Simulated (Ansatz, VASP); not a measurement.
Given: the input of a run of VASP 6.6.1 on Au (Gold). 

Contents of INCAR:

```
  PREC = Accurate
  ENCUT = 600
  EDIFF = 1E-7
  ISMEAR = -1
  SIGMA = 0.05
  LREAL = False
  LASPH = True
  NELM = 80
  ALGO = Normal
  ISIF = 3
  LWAVE = False
  LCHARG = False
  GGA = RP
  IBRION = 2
  NSW = 40
  EDIFFG = -0.01
```

The input KPOINTS:

```
regular mesh
0
Gamma
  11 11 11
```

POSCAR

```
Au
1.0
    0.0000000000      2.0350000000      2.0350000000
    2.0350000000      0.0000000000      2.0350000000
    2.0350000000      2.0350000000      0.0000000000
Au
1
Direct
    0.0000000000      0.0000000000      0.0000000000
```

Potentials or basis: VASP PAW PBE potentials, release 64 (Au).

Run with:

```sh
$ cat potpaw_PBE.64/Au/POTCAR > POTCAR
$ mpirun -np 1 vasp_std > vasp.out
```

Q: What does the same run look like in Ansatz 0.2.0? Potentials or basis there: Ansatz PAW, cutoff 420 eV.

A: As run (cutoffs and basis follow the program's own potentials, and thresholds, step limits or extra output files can differ):

Contents of input.yaml:

```yaml
crystal:
  lattice:
    - [0.0, 2.035, 2.035]
    - [2.035, 0.0, 2.035]
    - [2.035, 2.035, 0.0]
  atoms:
    - { symbol: Au, position: [0.0, 0.0, 0.0] }
hamiltonian:
  xc: rpbe
  pseudopotentials: { kind: paw }
kpoints:
  mp_grid: { grid: [11, 11, 11] }
scf:
  occupations: { method: fermi_dirac, width: 0.05 }
output:
  forces: true
  stress: true
relax:
  f_tol: 0.01
  max_steps: 40
  cell: { stress_tol: 0.05 }
```

Potentials or basis: Ansatz PAW.

The run is started by

```sh
$ ansatz run input.yaml --threads 2 --pin off --max-ram 5632MiB --backend cpu --events-out ev --progress --plain --runs-dir out
```

Both were run:

|  | VASP | Ansatz |
| --- | --- | --- |
| Relaxed volume | 18.47 Å³/atom | 18.49 Å³/atom |
| Relaxed cell | a = 2.967 Å, b = 2.967 Å, c = 2.967 Å, α = 60.00°, β = 60.00°, γ = 60.00° | a = 2.968 Å, b = 2.968 Å, c = 2.968 Å, α = 60.00°, β = 60.00°, γ = 60.00° |
| Space group after relaxing | Fm-3m (No. 225) | Fm-3m (No. 225) |
| Pressure after relaxing | -0.1 GPa | 0.0 GPa |

Ansatz's pressure holds a Pulay term of +0.05 GPa for its cutoff of 420 eV, which the other run lacks.

The potentials hold 11 and 19 valence electrons a cell.

VASP's potentials were made for PBE. Ansatz's potentials were made for PBE.

Where Ansatz's input types no cutoff or centring, it takes its own default and a Γ-centred mesh.

Pressure is positive in compression.
